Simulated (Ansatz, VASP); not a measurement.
La2O3: VASP beside Ansatz

Contents of INCAR:

```
SYSTEM = La2O3
  PREC = Accurate
  ENCUT = 520
  EDIFF = 1E-7
  ISMEAR = -1
  SIGMA = 0.05
  LREAL = .False.
  LASPH = .True.
  NELM = 100
  ALGO = Normal
  ISIF = 2
  LWAVE = .False.
  LCHARG = .False.
  GGA = PE
  NBANDS = 28
```

KPOINTS

```
regular mesh
0
Gamma
  5 5 8
  0 0 0
```

POSCAR

```
La2O3
1.0
    6.3702727145      0.0000000000      0.0000000000
   -3.1851363572      5.5168179998      0.0000000000
    0.0000000000      0.0000000000      3.2898942108
La O
2 3
Direct
    0.6666666667      0.3333333333      0.4981030000
    0.3333333333      0.6666666667      0.5018970000
    0.5046070000      0.0000000000      0.0000000000
    0.0000000000      0.5046070000      0.0000000000
    0.4953930000      0.4953930000      0.0000000000
```

Contents of input.yaml:

```yaml
crystal:
  lattice:
    - [6.3702727145, 0.0, 0.0]
    - [-3.1851363572, 5.5168179998, 0.0]
    - [0.0, 0.0, 3.2898942108]
  atoms:
    - { symbol: La, position: [0.6666666667, 0.3333333333, 0.498103] }
    - { symbol: La, position: [0.3333333333, 0.6666666667, 0.501897] }
    - { symbol: O, position: [0.504607, 0.0, 0.0] }
    - { symbol: O, position: [0.0, 0.504607, 0.0] }
    - { symbol: O, position: [0.495393, 0.495393, 0.0] }
kpoints:
  mp_grid: { grid: [5, 5, 8] }
scf:
  occupations: { method: fermi_dirac, width: 0.05 }
hamiltonian:
  xc: pbe
  pseudopotentials: { kind: all_electron, lapw: { basis_error: 0.001 } }
output:
  forces: true
  stress: true
  eigenvalues: true
  populations: true
```

The cell comes from a database or a generator and needn't be the stable form of this composition.

Alike in both runs: task single point; functional PBE; k mesh 5 × 5 × 8; occupations fermi-dirac, width 0.05 eV; no spin polarisation.

|  | VASP | Ansatz |
| --- | --- | --- |
| version | VASP 6.6.1 | Ansatz 0.2.0 |
| potentials or method | VASP PAW PBE potentials, release 64 (La, O) | all-electron LAPW, scalar-relativistic |
| plane-wave cutoff (eV) | 520 | see its input |

VASP gave:

- gap on the k mesh at the Fermi level (eV): 1.64
- least direct gap on the mesh (eV): 2.08
- pressure (GPa): -0.3
- largest component of the traceless stress (GPa): 0.20
- rms of the force components (eV/Å): 0.017

Question: What did Ansatz give for the same quantities?

Answer: gap on the k mesh at the Fermi level (eV): 1.63; least direct gap on the mesh (eV): 2.07; pressure (GPa): -0.1; largest component of the traceless stress (GPa): 0.16; rms of the force components (eV/Å): 0.017.

Atom by atom the forces differ by 0.001 eV/Å (rms over components). Ansatz ran all-electron here, so the differences hold the error of VASP's frozen core and of both bases.

Caveats: spin-orbit coupling is left out, which moves the levels of the heavy elements; an odd mesh through Γ misses points on the zone boundary, where band edges often lie. As with any semilocal functional, this PBE gap is likely too small.
